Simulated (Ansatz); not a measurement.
# Ga2O3 under strain: Coordination and 17O quadrupole coupling

Cell: an entry of the Crystallography Open Database (COD), relaxed with PBE at fixed cell and then changed (z compressed by 2 %, ions relaxed).

```
CELL_PARAMETERS angstrom
6.10700 -1.51855 0.00000
6.10700 1.51855 0.00000
-1.38599 0.00000 5.51741
ATOMIC_POSITIONS crystal
Ga 0.08930 0.08930 0.79147
Ga 0.91070 0.91070 0.20853
Ga 0.66021 0.66021 0.31070
Ga 0.33979 0.33979 0.68930
O 0.17019 0.17019 0.10638
O 0.82981 0.82981 0.89362
O 0.17208 0.17208 0.55889
O 0.82792 0.82792 0.44111
O 0.49802 0.49802 0.25434
O 0.50198 0.50198 0.74566
```

Atom numbers follow the list; atoms alike are taken as one site, whose name carries the number of the first.

Method: Kohn–Sham DFT in Ansatz, PBE, plane waves and PAW, scalar-relativistic, 420 eV cutoff, Γ-centred 10×10×6 k-points, Fermi–Dirac smearing 0.02 eV.

Q(17O) = -25.58 mb.

**Question.** Rank these O sites by |C_Q|, smallest first.
A. O5: 3 Ga at 1.82–1.93 Å
B. O7: 4 Ga at 1.85–2.05 Å; also 1 Ga at 3.33 Å
C. O9: 3 Ga at 1.84–1.93 Å

**Answer.** B (2.46 MHz, η = 0.12), A (4.94 MHz, η = 0.33), C (6.84 MHz, η = 0.02).

At O5 and O9 V_zz stands upright on the plane through its three neighbours (within 2°) in each case. At O7 V_zz points along its shortest bond, to Ga (within 1°). Like point charges on the first shell alone (each adding as 1/d³) would give the same order, so the shape of the shell goes a long way to explain it.

At this changed cell the PBE pressure is 13 GPa.
